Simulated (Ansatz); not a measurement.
# AlGaN2: the cost of one run

Computed with Ansatz 0.2.0 (DFT LDA, scalar-relativistic, plane waves, PAW, unless a step's input says otherwise).

2 further runs of the same task are left out: 2 set aside as unsound or not needed. Runs told in other sessions of the task aren't counted.

## 1. The starting structure

Symmetry: P-4m2, No. 115, tetragonal system. The conventional cell has a = 3.115 Å, b = 3.115 Å, c = 4.384 Å, α = 90.00°, β = 90.00°, γ = 90.00°. Al (site symmetry -4m2) has 4 N at 1.88 Å in its first shell of neighbours. Ga (site symmetry -4m2) is surrounded by 4 N at 1.93 Å. N (site symmetry 2mm) has 2 Al at 1.88 Å and 2 Ga at 1.93 Å in its first shell of neighbours.

As a file:

```
Al Ga N
1.0
     3.11529    0.00000    0.00000
     0.00000    3.11529    0.00000
     0.00000    0.00000    8.76866
Al Ga N
2 2 4
Direct
  0.50000 0.50000 0.25000
  0.50000 0.50000 0.75000
  0.00000 0.00000 0.00000
  0.00000 0.00000 0.50000
  0.50000 0.00000 0.37003
  0.50000 0.00000 0.87003
  0.00000 0.50000 0.12997
  0.00000 0.50000 0.62997
```

It goes back to an entry of the Materials Project, which need not be the stable form.

It is built from the cell relaxed beforehand with the same method (10.64 Å³/atom).

## 2. The reference cell

The cell is repeated 2 times, 8 atoms in all. The reference gives a free energy of -9943.7836 eV, pressure -0.01 GPa, largest force 0.000 eV/Å and gap on the mesh 3.05 eV. It was computed beforehand with the settings of the runs below.

## 3. Normal modes

Input file input.yaml:

```yaml
crystal:
  lattice:
    - [3.1152864652, 0.0, 0.0]
    - [0.0, 3.1152864652, 0.0]
    - [0.0, 0.0, 8.7686604219]
  atoms:
    - { symbol: Al, position: [0.5, 0.5, 0.25] }
    - { symbol: Al, position: [0.5, 0.5, 0.75] }
    - { symbol: Ga, position: [0.0, 0.0, 0.0] }
    - { symbol: Ga, position: [0.0, 0.0, 0.5] }
    - { symbol: "N", position: [0.5, 0.0, 0.3700256628] }
    - { symbol: "N", position: [0.5, 0.0, 0.8700256628] }
    - { symbol: "N", position: [0.0, 0.5, 0.1299743372] }
    - { symbol: "N", position: [0.0, 0.5, 0.6299743372] }
basis:
  ecutwfc: 420
kpoints:
  mp_grid: { grid: [8, 8, 4] }
hamiltonian:
  xc: lda
scf:
  occupations: { method: gaussian, width: 0.05 }
output:
  eigenvalues: true
phonons:
  method: fd
  supercell: [1, 1, 1]
  amplitude: 0.02
  eigenvectors: true
  dielectric: false
```

On the command line:

```console
ansatz run input.yaml --threads 2 --pin off --max-ram 5120MiB --backend cpu --events-out ev --progress --plain --runs-dir out
```

**Question.** How long does this run take on 2 threads of Arm Neoverse V2, shared host, and how much memory does it need?

About 73 s, with a peak of 0.57 GiB.
